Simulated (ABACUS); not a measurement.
MnO:

```
Mn O
1.0
     0.00000    2.22391    2.22391
     2.22391    0.00000    2.22391
     2.22391    2.22391    0.00000
Mn O
1 1
Direct
  0.00000 0.00000 0.00000
  0.50000 0.50000 0.50000
```

The cell is a database's computed one.

Base run:

| Item | Value |
| --- | --- |
| Program | ABACUS 3.10.1 |
| Functional | SCAN |
| Potentials or basis | SG15 ONCV 1.2 PBE |
| Cutoff | 1361 eV |
| Density cutoff | 5442 eV |
| Basis | DZP LCAO (the cutoffs set its grid) |
| k mesh | 7 × 7 × 7 |
| Occupations | fermi-dirac, width 0.05 eV |
| Spin | collinear spin, ferromagnetic start |
| Starting moments | [4.0, 0.0] μB |

Its results: band gap on the k mesh 0.36 eV, indirect (least direct gap 2.96 eV); pressure 1.9 GPa; net moment 5.00 μB per cell; site moments Mn +4.90; O +0.10 μB.

The run is repeated on the same cell with these changes: functional from SCAN to LDA. What comes out?

Band gap on the k mesh none (metal or under the smearing width); pressure -13.9 GPa; net moment 4.58 μB per cell; site moments Mn +4.45; O +0.14 μB.

SCAN gives the wider gap, since meta-GGAs in the generalised Kohn-Sham scheme recover part of the derivative discontinuity.

Caveats: the atomic orbitals were generated for these runs and aren't a published set; the potentials were made for another functional, which shifts forces and pressure; the basis of atomic orbitals isn't converged, which shifts pressures, moduli and gaps; a cell with one magnetic atom can't hold antiferromagnetic order, which such compounds often take; an odd mesh through Γ misses points on the zone boundary, where band edges often lie (some runs); semilocal functionals often make such compounds metallic where correlation or magnetic order opens a gap, which also shifts bond lengths (some runs).
